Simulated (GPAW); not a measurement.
# MgB2 (P6/mmm) in GPAW: notebook, part 3 of 3

GPAW 26.7.0. The steps go on from the part before.

### Step 5. Band structure, GLLB-SC

File run.py:

```python
from ase import Atoms
from ase.dft.bandgap import bandgap
from ase.io import write
from gpaw import GPAW, PW

atoms = Atoms(['Mg', 'B', 'B'],
              cell=[[3.085, 0.0, 0.0],
                    [-1.5425, 2.6716883707, 0.0],
                    [0.0, 0.0, 3.523]],
              scaled_positions=[[0.0, 0.0, 0.0],
                                [0.6666666667, 0.3333333333, 0.5],
                                [0.3333333333, 0.6666666667, 0.5]],
              pbc=True)

calc = GPAW(mode=PW(800),
            xc='GLLBSC',
            kpts={'size': (7, 7, 5), 'gamma': True},
            occupations={'name': 'fermi-dirac', 'width': 0.05},
            nbands=17,
            convergence={'density': 1e-05, 'energy': 1e-05},
            maxiter=150,
            txt='gpaw.txt')
atoms.calc = calc
energy = atoms.get_potential_energy()
calc.write('gs.gpw')
write('result.traj', atoms)
print('Fermi level:', round(calc.get_fermi_level(), 4), 'eV')
print(f'Gap: {bandgap(calc)[0]:.4f} eV, direct: {bandgap(calc, direct=True)[0]:.4f} eV')

path = atoms.cell.bandpath('GMKGALHA,LM,KH', npoints=80, eps=1e-4)
bs_calc = calc.fixed_density(kpts=path, symmetry='off', nbands=26,
                             convergence={'bands': 'CBM+6.0', 'eigenstates': 1e-6}, txt='bands.txt')
bs = bs_calc.band_structure()
bs.write('bs.json')
print(f'Gap on the path: {bandgap(bs_calc)[0]:.4f} eV')

homo, lumo = bs_calc.get_homo_lumo()
response = calc.hamiltonian.xc.response
dxc_pot = response.calculate_discontinuity_potential(homo, lumo)
ks_gap, dxc = bs_calc.hamiltonian.xc.response.calculate_discontinuity(dxc_pot)
print(f'Kohn-Sham gap {ks_gap:.4f} eV, discontinuity {dxc:.4f} eV, gap {ks_gap + dxc:.4f} eV')
```

Potentials or basis: the program's PAW data sets (release 1.2.1) made for this functional, pw.

Launch:

```console
OMP_NUM_THREADS=1 python run.py
```

gpaw.txt:

```text
___ ___ ___ _ _ _
 |   |   |_  | | | |
 | | | | | . | | | |
 |__ |  _|___|_____|  26.7.0
 |___|_|

Input parameters:
  convergence: {density: 1e-05,
                energy: 1e-05}
  kpts: {gamma: True,
         size: (7, 7, 5)}
  maxiter: 150
  mode: {ecut: 800.0,
         name: pw}
  nbands: 17
  occupations: {name: fermi-dirac,
                width: 0.05}
  xc: GLLBSC

System changes: positions, numbers, cell, pbc, initial_charges, initial_magmoms

Initialize ...

species:
  Mg:
    name:    Magnesium
    Z:       12.0
    valence: 10
    core:    2
    charge:  0.0  # [|e|]
    compensation charges:
      type: gauss
      rc: 0.33  # [Å]
      lmax: 2
    cutoffs:
      filter: 1.86  # [Å]
      core: 0.54  # [Å]
    projectors
    | kind |    occ | energy [eV] | rcut [Å] |
    |------|--------|-------------|----------|
    |   2s |  2.000 |     -81.998 |    1.090 |
    |   3s |  2.000 |      -6.877 |    1.090 |
    |   2p |  6.000 |     -48.239 |    1.085 |
    |   3p |  0.000 |      -3.605 |    1.085 |
    |    d |        |       0.000 |    1.037 |

    Using partial waves for Mg as LCAO basis

  B:
    name:    Boron
    Z:       5.0
    valence: 3
    core:    2
    charge:  0.0  # [|e|]
    compensation charges:
      type: gauss
      rc: 0.20  # [Å]
      lmax: 2
    cutoffs:
      filter: 1.14  # [Å]
      core: 1.38  # [Å]
    projectors
    | kind |    occ | energy [eV] | rcut [Å] |
    |------|--------|-------------|----------|
    |   2s |  2.000 |     -10.319 |    0.635 |
    |   2p |  1.000 |      -4.115 |    0.635 |
    |    s |        |      16.892 |    0.635 |
    |    p |        |      23.096 |    0.635 |
    |    d |        |       0.000 |    0.635 |

    Using partial waves for B as LCAO basis

Reference energy: -6768.498203  # eV

Spin-paired calculation

Convergence criteria:
 Maximum [total energy] change in last 3 cyles: 1e-05 eV / valence electron
 Maximum integral of absolute [dens]ity change: 1e-05 electrons / valence electron
 Maximum integral of absolute [eigenst]ate change: 4e-08 eV^2 / valence electron
 Maximum number of scf [iter]ations: 150
 (Square brackets indicate name in SCF output, whereas a 'c' in
 the SCF output indicates the quantity has converged.)

[... 28 lines left out ...]
   7:     0.28571429   -0.14285714    0.20000000         12/245
   8:     0.28571429   -0.14285714    0.40000000         12/245
   9:     0.28571429    0.00000000    0.00000000          6/245
          ...
  23:     0.42857143    0.42857143    0.40000000         12/245

Wave functions: Plane wave expansion
  Cutoff energy: 800.000 eV
  Number of coefficients (min, max): 1474, 1509
  Pulay-stress correction: 0.000000 eV/Ang^3 (de/decut=0.000000)
  Using FFTW library
  ScaLapack parameters: grid=1x1, blocksize=None
  Wavefunction extrapolation:
    Improved wavefunction reuse through dual PAW basis

Occupation numbers: Fermi-Dirac:
  width: 0.0500  # eV

Eigensolver
   Davidson(niter=2)

Densities:
  Coarse grid: 21*21*24 grid
  Fine grid: 42*42*48 grid
  Total Charge: 0.000000

Density mixing:
  Method: separate
  Backend: msr1
  Linear mixing parameter: 0.05
  old densities: 10
  Width of damping distribution: 1.1
  Damping of long wavelength oscillations: 20

Hamiltonian:
  XC and Coulomb potentials evaluated on a 42*42*48 grid
  Using the GLLBSC Exchange-Correlation functional
  External potential:
    NoExternalPotential

XC parameters: GLLBSC functional being used consists of
  -----------------------------------------------------------------------
  | Weight | Module     | Description                                   |
  -----------------------------------------------------------------------
  |  1.000 | SCREENING  | GGA_X_PBE_SOL with 2 nearest neighbor stencil |
  |  1.000 | RESPONSE   | eps=0.0500 eV                                 |
  |  1.000 | XC         | GGA_C_PBE_SOL with 2 nearest neighbor stencil |
  -----------------------------------------------------------------------

Number of atoms: 3
Number of atomic orbitals: 16
Number of bands in calculation: 17
Number of valence electrons: 16
Bands to converge: occupied

... initialized

Initializing position-dependent things.

Density initialized from atomic densities
Creating initial wave functions:
  16 bands from LCAO basis set
  1 band from random numbers

         B  B

       Mg

Atomic positions and initial magnetic moments

Positions:
   0 Mg     0.000000    0.000000    0.000000    ( 0.0000,  0.0000,  0.0000)
   1 B      1.542500    0.890563    1.761500    ( 0.0000,  0.0000,  0.0000)
   2 B     -0.000000    1.781126    1.761500    ( 0.0000,  0.0000,  0.0000)

Unit cell:
           periodic     x           y           z      points  spacing
  1. axis:    yes    3.085000    0.000000    0.000000    21     0.1272
  2. axis:    yes   -1.542500    2.671688    0.000000    21     0.1272
  3. axis:    yes    0.000000    0.000000    3.523000    24     0.1468

  Lengths:   3.085000   3.085000   3.523000
  Angles:   90.000000  90.000000 120.000000

Effective grid spacing dv^(1/3) = 0.1400

iter:   1   -16.878751
iter:   2   -18.632973   -0.89  -1.06
iter:   3   -19.252387   -1.97  -0.96
iter:   4   -18.025553   -2.38  -0.91
iter:   5   -16.797644   -1.89  -1.05
iter:   6   -16.488104   -2.38  -1.27
iter:   7   -16.568504   -2.98  -1.58
iter:   8   -16.470258   -3.74  -2.14
iter:   9   -16.504242   -3.97  -2.20
iter:  10   -16.506050   -5.35  -3.20
iter:  11   -16.503481   -6.15  -3.27
iter:  12   -16.505606   -7.01  -3.59
iter:  13   -16.505459   -8.24c -4.35
iter:  14   -16.504998   -8.34c -4.40
iter:  15   -16.505082   -9.21c -4.61
iter:  16   -16.505149c  -9.49c -4.91
iter:  17   -16.505143c -10.59c -5.79c

Converged after 17 iterations.

Dipole moment: (-0.000000, -0.000000, -0.000000) |e|*Ang

Energy contributions relative to reference atoms: (reference = -6768.498203)

Kinetic:        +19.674619
Potential:      -14.545589
External:        +0.000000
XC:             -21.598841
Entropy (-ST):   -0.008839
Local:           -0.030912
SIC:             +0.000000
--------------------------
Free energy:    -16.509562
Extrapolated:   -16.505143

GLLBSC response reference energy: 6.56336 eV (from Fermi level)

Showing only first 2 kpts
 Kpt  Band  Eigenvalues  Occupancy
  0     6      6.96386    0.00066
  0     7      6.96387    0.00066
  0     8      8.60349    0.00000
  0     9     13.06806    0.00000

  1     6      7.08139    0.00006
  1     7      7.08140    0.00006
  1     8     11.34910    0.00000
  1     9     13.17207    0.00000

Fermi level: 6.56338

No gap
No difference between direct/indirect transitions
Writing to gs.gpw (mode='')
```

It took 48 s on 1 thread of Arm Neoverse V1, shared host; peak memory 0.25 GiB.

Results:

- Band gap along the path: none (metal or under the smearing width)

Levels at the corners of the path, in eV from the Fermi level:
```tsv
point	band 6	band 7	band 8	band 9	band 10	band 11
Γ	-2.81	0.40	0.40	2.04	6.50	6.50
M	-7.84	-2.14	0.36	3.27	4.01	5.64
K	-7.43	-5.72	1.96	1.96	6.53	6.53
Γ	-2.81	0.40	0.40	2.04	6.50	6.50
A	-7.13	0.76	0.76	6.83	6.83	8.28
L	-7.01	-3.35	-1.85	-0.94	5.66	9.33
H	-6.60	-5.11	-1.78	-1.78	4.26	11.99
A	-7.13	0.76	0.76	6.83	6.83	8.28
L	-7.01	-3.35	-1.85	-0.94	5.66	9.33
M	-7.84	-2.14	0.36	3.27	4.01	5.64
K	-7.43	-5.72	1.96	1.96	6.53	6.53
H	-6.60	-5.11	-1.78	-1.78	4.26	11.99
```

Caveat: a model potential gives levels but no total energy.
